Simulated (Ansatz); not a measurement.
Runs of Ansatz 0.2.0 on C. The structure is trigonal, space group R-3m (No. 166). The conventional cell has a = 2.466 Å, b = 2.466 Å, c = 24.848 Å, α = 90.00°, β = 90.00°, γ = 120.00°. C (site symmetry 3m) is surrounded by 3 C at 1.42 Å. Around C (site symmetry 3m) lie 3 C at 1.42 Å. This isn't the form of C at room conditions, which is graphite.

```csv
share of exact exchange,gap on the mesh (eV),pressure (GPa),largest force (eV/Å)
0.1,(a),-1.7,0.01
0.25,0.25,-4.5,0.01
0.2,0.24,-3.6,0.01
0.15,0.22,(b),0.01
0.3,0.27,-5.4,0.02
0.4,0.30,-7.3,0.02
0.05,0.19,-0.7,0.01
0.5,0.34,-9.0,0.02
```

Alike in all rows: task single point; level HSE06 form with a typed share of exact exchange; potentials or basis Ansatz PAW; no spin polarisation; cell as given; k mesh 6 × 6 × 6; cutoff (eV) 420; smearing fermi-dirac 0.05 eV; the mesh is coarse, so values aren't converged.

**Question.** Estimate the missing entries.

**Answer.** (a) 0.21; (b) -2.6.

Caveats: all runs use coarse meshes; the PAW data sets come from PBE, with cores solved anew for the run's functional, which leaves a small shift of forces and pressure; the thresholds are loose for stress.

A k mesh can miss the band edges.
